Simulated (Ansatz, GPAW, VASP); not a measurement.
C: 3 runs at one level of theory

```
C
1.0
     0.00000    1.78337    1.78337
     1.78337    0.00000    1.78337
     1.78337    1.78337    0.00000
C
2
Direct
  0.75000 0.75000 0.75000
  0.50000 0.50000 0.50000
```

Alike in all runs: task single point; functional PBE; k mesh 13 × 13 × 13; occupations gaussian, width 0.014 eV; no spin polarisation; no spin-orbit coupling. Pressure is positive in compression and, in plane waves, holds the error of the finite cutoff.

```tsv
program and potentials	plane-wave cutoff (eV)	notes	pressure (GPa)
GPAW, GPAW PAW data sets (gpaw-data 1.2.1)	800	-	1.42
VASP, PBE PAW files C, 520 eV	520	-	2.46
Ansatz, all-electron LAPW, scalar-relativistic	-	-	1.75
```

The pressure spans 1.42 (GPAW, GPAW PAW data sets (gpaw-data 1.2.1)) to 2.46 GPa (VASP, PBE PAW files C, 520 eV), with all-electron results at 1.75.

Differences between rows come from potentials, basis sets and numerical settings, since the functional is the same but for its coding. Runs on potential files found faulty are left out.
